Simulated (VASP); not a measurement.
# GaSb (F-43m) in VASP: further runs

Runs on GaSb. Level: PBEsol. Tasks: relaxation of cell and atoms.

All numbers are computed with VASP 6.6.1; they aren't measurements. Logs are shortened: lines on timing, memory, paths and dates and some standing lists are left out, and cuts for length are marked.

## 1. The crystal as given

Symmetry: F-43m, No. 216, cubic system. The conventional cell has a = 6.118 Å, b = 6.118 Å, c = 6.118 Å, α = 90.00°, β = 90.00°, γ = 90.00°. Ga (site symmetry -43m) is surrounded by 4 Sb at 2.65 Å. Around Sb (site symmetry -43m) lie 4 Ga at 2.65 Å.

## 2. Relaxation of cell and atoms, PBEsol

Contents of INCAR:

```
  PREC = Accurate
  ENCUT = 520
  EDIFF = 1E-7
  ISMEAR = 0
  SIGMA = 0.02
  LREAL = F
  LASPH = T
  NELM = 80
  ALGO = Normal
  ISIF = 3
  LWAVE = F
  LCHARG = F
  GGA = PS
  IBRION = 2
  NSW = 80
  EDIFFG = -0.002
  KPAR = 4
```

Contents of KPOINTS:

```
regular mesh
0
Gamma
  10 10 10
```

Contents of POSCAR:

```
GaSb
1.0
    0.0000000000      3.0590000000      3.0590000000
    3.0590000000      0.0000000000      3.0590000000
    3.0590000000      3.0590000000      0.0000000000
Ga Sb
1 1
Direct
    0.0000000000      0.0000000000      0.0000000000
    0.2500000000      0.2500000000      0.2500000000
```

Potentials or basis: VASP PAW PBE potentials, release 64 (Ga_d, Sb).

On the command line:

```console
> cat potpaw_PBE.64/Ga_d/POTCAR potpaw_PBE.64/Sb/POTCAR > POTCAR
> mpirun -np 4 vasp_std > vasp.out
```

OUTCAR:

```text
PREC = Accurate
   ENCUT = 520
   EDIFF = 1E-7
   ISMEAR = 0
   LREAL = F
   LASPH = T
   NELM = 80
   ISIF = 3
   GGA = PS
   IBRION = 2
   NSW = 80
   EDIFFG = -0.002

 ion  position               nearest neighbor table
   1  0.000  0.000  0.000-   2 2.65   2 2.65   2 2.65   2 2.65
   2  0.250  0.250  0.250-   1 2.65   1 2.65   1 2.65   1 2.65

  LATTYP: Found a face centered cubic cell.
 ALAT       =     6.1180000000

  Lattice vectors:

 A1 = (   0.0000000000,   3.0590000000,   3.0590000000)
 A2 = (   3.0590000000,   0.0000000000,   3.0590000000)
 A3 = (   3.0590000000,   3.0590000000,   0.0000000000)

Analysis of symmetry for initial positions (statically):
=====================================================================
 Subroutine PRICEL returns:
 Original cell was already a primitive cell.

 Routine SETGRP: Setting up the symmetry group for a
 face centered cubic supercell.

 Subroutine GETGRP returns: Found 24 space group operations
 (whereof 24 operations were pure point group operations)
 out of a pool of 48 trial point group operations.

The static configuration has the point symmetry T_d .

Analysis of symmetry for dynamics (positions and initial velocities):
=====================================================================
 Subroutine PRICEL returns:
 Original cell was already a primitive cell.

 Routine SETGRP: Setting up the symmetry group for a
 face centered cubic supercell.

 Subroutine GETGRP returns: Found 24 space group operations
 (whereof 24 operations were pure point group operations)
 out of a pool of 48 trial point group operations.

The dynamic configuration has the point symmetry T_d .

 Subroutine INISYM returns: Found 24 space group operations
 (whereof 24 operations are pure point group operations),
 and found     1 'primitive' translations

----------------------------------------------------------------------------------------

                                     Primitive cell

  volume of cell :      57.2491

  direct lattice vectors                    reciprocal lattice vectors
     0.000000000  3.059000000  3.059000000    -0.163452109  0.163452109  0.163452109
     3.059000000  0.000000000  3.059000000     0.163452109 -0.163452109  0.163452109
     3.059000000  3.059000000  0.000000000     0.163452109  0.163452109 -0.163452109

  length of vectors
     4.326079287  4.326079287  4.326079287     0.283107357  0.283107357  0.283107357

  position of ions in fractional coordinates (direct lattice)
     0.000000000  0.000000000  0.000000000
     0.250000000  0.250000000  0.250000000

  ion indices of the primitive-cell ions
   primitive index   ion index
                 1           1
                 2           2

----------------------------------------------------------------------------------------

 KPOINTS: regular mesh

Automatic generation of k-mesh.
 Grid dimensions read from file:
 generate k-points for:   10   10   10

 Generating k-lattice:

  Cartesian coordinates                     Fractional coordinates (reciprocal lattice)
    -0.016345211  0.016345211  0.016345211     0.100000000  0.000000000  0.000000000
     0.016345211 -0.016345211  0.016345211     0.000000000  0.100000000  0.000000000
     0.016345211  0.016345211 -0.016345211     0.000000000  0.000000000  0.100000000

  Length of vectors
     0.028310736  0.028310736  0.028310736

  Shift w.r.t. Gamma in fractional coordinates (k-lattice)
     0.000000000  0.000000000  0.000000000

 Subroutine IBZKPT returns following result:
 ===========================================

 Found     47 irreducible k-points:

 Following reciprocal coordinates:
            Coordinates               Weight
  0.000000  0.000000  0.000000      1.000000
  0.100000  0.000000  0.000000      8.000000
  0.200000  0.000000  0.000000      8.000000
  0.300000  0.000000  0.000000      8.000000
  0.400000  0.000000  0.000000      8.000000
  0.500000  0.000000  0.000000      4.000000
[... 16 lines left out ...]
  0.300000  0.300000  0.000000      6.000000
  0.400000  0.300000  0.000000     24.000000
 [... further k-points ...]
   k-points           NKPTS =     47   k-points in BZ     NKDIM =     47   number of bands    NBANDS=     13
   number of dos      NEDOS =    301   number of ions     NIONS =      2
   total plane-waves  NPLWV =  32768
   dimension x,y,z NGX =    32 NGY =   32 NGZ =   32
   dimension x,y,z NGXF=    64 NGYF=   64 NGZF=   64
   ions per type =               1   1
   NGX,Y,Z   is equivalent  to a cutoff of  12.30, 12.30, 12.30 a.u.
   NGXF,Y,Z  is equivalent  to a cutoff of  24.59, 24.59, 24.59 a.u.
 SYSTEM =  unknown system
   PREC   = accura    normal or accurate (medium, high low for compatibility)
   ISTART =      0    job   : 0-new  1-cont  2-samecut
   ICHARG =      2    charge: 1-file 2-atom 10-const
   ISPIN  =      1    spin polarized calculation?
   LNONCOLLINEAR =      F non collinear calculations
   LSORBIT =      F    spin-orbit coupling
   LASPH  =      T    aspherical Exc in radial PAW
   ENCUT  =  520.0 eV  38.22 Ry    6.18 a.u.   8.04  8.04  8.04*2*pi/ulx,y,z
   NELM   =     80;   NELMIN=  2; NELMDL= -5     # of ELM steps
   EDIFF  = 0.1E-06   stopping-criterion for ELM
   LREAL  =      F    real-space projection
   EDIFFG = -.2E-02   stopping-criterion for IOM
   NSW    =     80    number of steps for IOM
   IBRION =      2    ionic relax: 0-MD 1-quasi-New 2-CG
   NFREE  =      1    steps in history (QN), initial steepest desc. (CG)
   ISIF   =      3    stress and relaxation
   ISYM   =      2    0-nonsym 1-usesym 2-fastsym
   POTIM  = 0.5000    time-step for ionic-motion
   TEBEG  =    0.0;   TEEND  =   0.0 temperature during run
   PSTRESS=    0.0 pullay stress
   NELECT =      18.0000    total number of electrons
   NUPDOWN=      -1.0000    fix difference up-down
   EMIN   =  10.00;   EMAX   =-10.00  energy-range for DOS
   EFERMI =   0.00;   METHOD = LEGACY
   ISMEAR =     0;   SIGMA  =   0.02  broadening in eV -4-tet -1-fermi 0-gaus
   EFERMI_NEDOS =   21; number of points for ismear=-14 and -15
   IALGO  =     38    algorithm
   IMIX   =      4    mixing-type and parameters
     AMIX     =   0.40;   BMIX     =  1.00
     AMIX_MAG =   1.60;   BMIX_MAG =  1.00
  volume/ion in A,a.u.               =      28.62       193.17
  Fermi-wavevector in a.u.,A,eV,Ry     =   1.113208  2.103657 16.860766  1.239231
  Thomas-Fermi vector in A             =   2.249790
   LORBIT       =      0    0 simple, 1 ext, 2 COOP (PROOUT), +10 PAW based schemes
   GGA     = PS    functional components
   LHFCALC =     F    Hartree Fock is set to
   AEXX    =    0.0000 exact exchange contribution
   IVDW    =     0    specifies the selected vdW correction
   LEPSILON=     F    determine dielectric tensor
   LRPA    =     F    only Hartree local field effects (RPA)
 conjugate gradient relaxation of ions
 non-spin polarized calculation
 Gauss-broadening in eV      SIGMA  =   0.02
  energy-cutoff  :      520.00
  volume of cell :       57.25
 maximum number of plane-waves:      1572
   NGX = 17   NGY = 17   NGZ = 17

--------------------------------------- Ionic step        1  -------------------------------------------

 number of electron      17.9999986 magnetization

 Free energy of the ion-electron system (eV)
  ---------------------------------------------------
  ext. energy  EPLUGINS =         0.00000000
  ---------------------------------------------------
  free energy    TOTEN  =        -8.15340591 eV

  energy without entropy =       -8.15337107  energy(sigma->0) =       -8.15338849

------------------------ aborting loop because EDIFF is reached ----------------------------------------

  FORCE on cell =-STRESS in cart. coord.  units (eV):
  Direction    XX          YY          ZZ          XY          YZ          ZX
  --------------------------------------------------------------------------------------
  -------------------------------------------------------------------------------------
  Total       -0.0230145     -0.0230145     -0.0230145     -0.0000000     -0.0000000      0.0000000
  in kB       -0.6440861     -0.6440861     -0.6440861     -0.0000000     -0.0000000      0.0000000
  external PRESSURE =      -0.6440861 kB  Pullay stress =       0.0000000 kB
[... 57 lines left out ...]
  energy  without entropy=       -8.1533866788  energy(sigma->0) =       -8.15340459

--------------------------------------- Ionic step        3  -------------------------------------------

 number of electron      17.9999986 magnetization

 Free energy of the ion-electron system (eV)
  ---------------------------------------------------
  ext. energy  EPLUGINS =         0.00000000
  ---------------------------------------------------
  free energy    TOTEN  =        -8.15342297 eV

  energy without entropy =       -8.15338703  energy(sigma->0) =       -8.15340500

 E-fermi :   4.7542     XC(G=0):  -9.2726

 val. band max:        4.7451223866   @ k =   0.0000   0.0000   0.0000
 cond. band min:       5.0944794329   @ k =   0.5000   0.0000   0.0000
 fundamental gap:      0.3493570463
 Fermi energy:         4.7541838424

 k-point     1 :       0.0000    0.0000    0.0000
  band No.  band energies     occupation
      1     -10.2548      2.00000
      2     -10.2548      2.00000
      3     -10.2548      2.00000
      4     -10.2042      2.00000
      5     -10.2042      2.00000
      6      -6.7687      2.00000
      7       4.7445      1.50730
      8       4.7445      1.50719
      9       4.7445      1.50719
     10       4.7451      1.47831
     11       7.5019      0.00000
     12       7.5019      0.00000
     13       7.5019      0.00000
[... 353 lines left out ...]
 k-point    24 :       0.4000    0.3000    0.0000
  band No.  band energies     occupation
      1     -10.2916      2.00000
      2     -10.2360      2.00000
      3     -10.2354      2.00000
      4     -10.2128      2.00000
      5     -10.2012      2.00000
      6      -5.1533      2.00000
      7      -0.8632      2.00000
      8       2.2259      2.00000
      9       2.5467      2.00000
     10       5.9192      0.00000
     11       6.9687      0.00000
     12      10.8999      0.00000
     13      11.4289      0.00000

 [... further k-points ...]

------------------------ aborting loop because EDIFF is reached ----------------------------------------

  FORCE on cell =-STRESS in cart. coord.  units (eV):
  Direction    XX          YY          ZZ          XY          YZ          ZX
  --------------------------------------------------------------------------------------
  -------------------------------------------------------------------------------------
  Total       -0.0032271     -0.0032271     -0.0032271      0.0000000      0.0000000     -0.0000000
  in kB       -0.0904382     -0.0904382     -0.0904382      0.0000000      0.0000000     -0.0000000
  external PRESSURE =      -0.0904382 kB  Pullay stress =       0.0000000 kB
[... 17 lines left out ...]
  FREE ENERGIE OF THE ION-ELECTRON SYSTEM (eV)
  ---------------------------------------------------
  free  energy   TOTEN  =        -8.1534229736 eV

  energy  without entropy=       -8.1533870282  energy(sigma->0) =       -8.15340500

 reached required accuracy - stopping structural energy minimisation
```

Run time: 25 s. Hardware: 4 MPI ranks of AMD EPYC 7R13 (Zen 3), shared host; peak memory 0.18 GiB.

Results:

```
Free energy                            : -8.1534 eV
Relaxed volume                         : 28.59 Å³/atom
Relaxed cell                           : a = 4.324 Å, b = 4.324 Å, c = 4.324 Å, α = 60.00°, β = 60.00°, γ = 60.00°
Space group after relaxing (to 0.05 Å) : F-43m (No. 216)
Energy gained by relaxing              : 0.0 meV/atom
Ionic steps                            : 3
Pressure after relaxing                : 0.0 GPa
Band gap on the k mesh                 : none (metal or under the smearing width)
```

Final structure:
```
Ga Sb
1.0
     0.00000    3.05760    3.05760
     3.05760    0.00000    3.05760
     3.05760    3.05760    0.00000
Ga Sb
1 1
Direct
  0.00000 0.00000 0.00000
  0.25000 0.25000 0.25000
```

Caveat: the PAW data sets were made with another functional, which shifts forces and pressure a little; this crystal is a semiconductor, whose small gap the functional closes, so the metal is an error of the method.

## 3. Relaxation of cell and atoms, PBEsol

INCAR is that of step 2.

KPOINTS is that of step 2.

Contents of POSCAR:

```
GaSb                                    
1.0
   -0.0000000000      3.0576015674      3.0576015674
    3.0576015674      0.0000000000      3.0576015674
    3.0576015674      3.0576015674      0.0000000000
  Ga              Sb            
     1     1
Direct
     0.0000000000000000    0.0000000000000000    0.0000000000000000
     0.2500000000000000    0.2500000000000000    0.2500000000000000
```

Potentials or basis: VASP PAW PBE potentials, release 64 (Ga_d, Sb).

On the command line:

```console
> cat potpaw_PBE.64/Ga_d/POTCAR potpaw_PBE.64/Sb/POTCAR > POTCAR
> mpirun -np 4 vasp_std > vasp.out
```

It took 16 s on 4 MPI ranks of AMD EPYC 7R13 (Zen 3), shared host; peak memory 0.17 GiB.

Results (log left out):

* Free energy: -8.1534 eV
* Pressure after relaxing: 0.0 GPa
* Band gap on the k mesh: none (metal or under the smearing width)

Final structure:
```yaml
crystal:
  lattice:
    - [0.00000, 3.05760, 3.05760]
    - [3.05760, 0.00000, 3.05760]
    - [3.05760, 3.05760, 0.00000]
  atoms:
    - { symbol: Ga, position: [0.00000, 0.00000, 0.00000] }
    - { symbol: Sb, position: [0.25000, 0.25000, 0.25000] }
```

Levels at points of the mesh, in eV from the Fermi level:
```
           k point  band 7  band 8  band 9  band 10  band 11  band 12
(0.00, 0.00, 0.00)   -0.01   -0.01   -0.01    -0.01     2.75     2.75
(0.50, 0.00, 0.00)   -6.41   -1.17   -1.17     0.34     3.71     3.71
(0.50, 0.50, 0.00)   -6.85   -2.60   -2.60     0.83     1.15     8.67
```

Caveat: the relaxation stopped at its first step, so nothing moved; the PAW data sets were made with another functional, which shifts forces and pressure a little; this crystal is a semiconductor, whose small gap the functional closes, so the metal is an error of the method. Spin-orbit coupling is left out, which matters for the levels of Sb.
